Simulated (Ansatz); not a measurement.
# Cd: energy and pressure over a range of volumes

An exercise on one series of results from a longer session: the logs are not shown, and one member is left open.

Program: Ansatz 0.2.0. Level of theory: DFT PBEsol, scalar-relativistic. These are calculated values, not measurements.

1 further run of the same task is left out (it didn't finish).

## The starting structure

The structure is hexagonal, space group P6_3/mmc (No. 194). Conventional cell: a = 2.958 Å, b = 2.958 Å, c = 5.886 Å, α = 90.00°, β = 90.00°, γ = 120.00°. Cd (site symmetry -6m2) has 6 Cd at 2.96 Å as nearest neighbours.

Coordinates:

```cif
data_structure
_symmetry_space_group_name_H-M 'P6_3/mmc'
_symmetry_Int_Tables_number 194
_cell_length_a 2.9585
_cell_length_b 2.9585
_cell_length_c 5.8859
_cell_angle_alpha 90.000
_cell_angle_beta 90.000
_cell_angle_gamma 120.000
_cell_volume 44.62
loop_
_atom_site_label
_atom_site_type_symbol
_atom_site_symmetry_multiplicity
_atom_site_Wyckoff_symbol
_atom_site_fract_x
_atom_site_fract_y
_atom_site_fract_z
_atom_site_occupancy
Cd1 Cd 2 c 0.33333 0.66667 0.25000 1
```

The file gives the conventional cell by its symmetry; the runs use the cell typed in the input.

The cell is one relaxed in the Materials Project, used as it stands.

Atoms are numbered in the order of the input: Cd1, Cd2.

The first run:

File input.yaml:

```yaml
crystal:
  lattice:
    - [2.8985945899, 0.0, 0.0]
    - [-1.449297295, 2.5102565501, 0.0]
    - [0.0, 0.0, 5.7667953561]
  atoms:
    - { symbol: Cd, position: [0.3333333333, 0.6666666667, 0.25] }
    - { symbol: Cd, position: [0.6666666667, 0.3333333333, 0.75] }
kpoints:
  mp_grid: { grid: [14, 14, 6] }
scf:
  occupations: { method: fermi_dirac, width: 0.03 }
hamiltonian:
  xc: pbesol
  pseudopotentials: { kind: all_electron, lapw: { basis_error: 0.00025 } }
output:
  forces: true
  stress: true
  eigenvalues: true
```

Launch:

```
$ ansatz run input.yaml --threads 1 --pin off --max-ram 2048MiB --backend cpu --events-out ev --progress --plain --runs-dir out
```

Among the steps run: Volume × 0.9405, LAPW; Volume × 0.9405, PAW; Volume × 0.9405, crystal datasets; Volume × 0.97, LAPW; Volume × 0.97, PAW; Volume × 1.03, LAPW; Volume × 1.03, PAW; Volume × 1.06, LAPW; Volume × 1.06, PAW; Volume × 1.06, crystal datasets.

One of the session's tables, all rows but one given; the rest of the session is left out.

| method | volume (Å³/atom) | pressure (GPa) |
| --- | --- | --- |
| LAPW | 20.980 | 1.33 |
| LAPW | 21.638 | ? |
| LAPW | 22.308 | -2.21 |
| LAPW | 22.977 | -3.48 |
| LAPW | 23.646 | -4.46 |
| PAW | 20.980 | 1.34 |
| PAW | 21.638 | -0.60 |
| PAW | 22.308 | -2.20 |
| PAW | 22.977 | -3.48 |
| PAW | 23.646 | -4.46 |
| crystal datasets | 20.980 | 1.34 |
| crystal datasets | 22.308 | -2.21 |
| crystal datasets | 23.646 | -4.46 |

Q: Estimate the row for LAPW, 21.638 from the others.

**Answer.** pressure (GPa): -0.61. In the column «pressure (GPa)» it lies between PAW, 22.308 (-2.20) and PAW, 21.638 (-0.60).

To keep in mind: Shape and positions are held, so a fully relaxed modulus can be lower. Warnings in the runs' records: gradients without spin orbit, crystal datasets made.
